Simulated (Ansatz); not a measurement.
TePb: what symmetry allows forces and stress to be

```yaml
crystal:
  lattice:
    - [3.86573, 0.08005, -0.08005]
    - [0.08005, 3.86573, 0.08005]
    - [-0.08005, 0.08005, 3.86573]
  atoms:
    - { symbol: Te, position: [0.48557, 0.51443, 0.48557] }
    - { symbol: Pb, position: [0.01443, 0.98557, 0.01443] }
```

The calculation used Ansatz, DFT PBEsol, scalar-relativistic, plane waves, PAW.

Plane waves to 420 eV, a k mesh through Γ of 9×9×9 on the computed 2-atom cell and Gaussian smearing (0.10 eV); no spin polarisation.

This distorted cell has space group R3m, with 6 operations.

Problem. Without a calculation: in which directions can each atom feel a force?

Solution. A force must be left unchanged by every operation that keeps its atom in place, so it lies in the space that those operations leave fixed. Atoms that the group maps onto each other feel forces of one size.
| atom | site symmetry | operations at the site | equivalent to atom | allowed force (Cartesian) |
| --- | --- | --- | --- | --- |
| Te1 | 3m | 6 | 1 | along (-0.58, 0.58, -0.58) |
| Pb2 | 3m | 6 | 2 | along (-0.58, 0.58, -0.58) |

That leaves 2 independent force components of 6, tied by 1 condition that the forces sum to zero, so 1 remains. A relaxation in this cell that keeps the symmetry moves the atoms in these directions alone.

Problem. And the stress tensor?

Solution. It must be invariant under the point group, which leaves 2 independent components: xx = yy, xx = zz, yy = zz, yz = xy. Further linear relations between components hold in this frame.

Problem. Do the computed values obey this?

Solution. Yes. Forces (eV/Å):
```
Te1  0.178 -0.178  0.178
Pb2 -0.178  0.178 -0.178
```

Stress (GPa, compression positive, xx yy zz yz xz xy): 2.82 2.82 2.82 -1.55 1.55 -1.55. The program imposes the same operations on density, forces and stress, so this confirms the analysis and is no independent test of the calculation.

Spin–orbit coupling is left out, which can shift energies with elements as heavy as these.

This CsCl-type form isn't the usual stable structure of the compound.